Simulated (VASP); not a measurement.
Input of a VASP 6.6.1 run:

File INCAR:

```
SYSTEM = PbSe
PREC = Accurate ; ENCUT = 500
EDIFF = 1E-6 ; ISMEAR = 0
SIGMA = 0.01 ; LREAL = .FALSE.
LASPH = .TRUE. ; NELM = 120
ALGO = Normal ; ISIF = 2
LWAVE = .FALSE. ; LCHARG = .FALSE.
GGA = PE ; NBANDS = 17
GGA_COMPAT = .FALSE.
```

Contents of KPOINTS:

```
Automatic mesh
0
G
  8 8 8
  0 0 0
```

File POSCAR:

```
PbSe
1.0
    0.0000000000      3.0606500000      3.0606500000
    3.0606500000      0.0000000000      3.0606500000
    3.0606500000      3.0606500000      0.0000000000
Pb Se
1 1
Direct
    0.0000000000      0.0000000000      0.0000000000
    0.5000000000      0.5000000000      0.5000000000
```

Potentials or basis: VASP PAW PBE potentials, release 64 (Pb_d, Se).

Launch:

```bash
$ cat potpaw_PBE.64/Pb_d/POTCAR potpaw_PBE.64/Se/POTCAR > POTCAR
$ mpirun -np 1 vasp_std > vasp.out
```

(1) Predict the band gap on the k mesh.

(2) What does it give for the pressure?

Results:

(1) 0.29 eV, direct.

(2) 2.4 GPa.

Caveat: spin-orbit coupling is left out, which moves the levels of the heavy elements.

**Experimental background.**

A printed reference work, monograph reports, for a bulk crystal of PbSe at 300 K: band gap 0.28 eV (direct).

A measured gap of PbSe is 0.28 eV (direct; 300 K; a printed reference work, monograph); the calculated 0.29 eV misses it by +0.01 eV. 2 values of this kind are on record (0.15 to 0.28 eV); this one was drawn at random. Spin-orbit coupling on Pb, Se is left out. The value is that of PBE on a finite k mesh, which can miss the band edges, without temperature or zero-point motion.
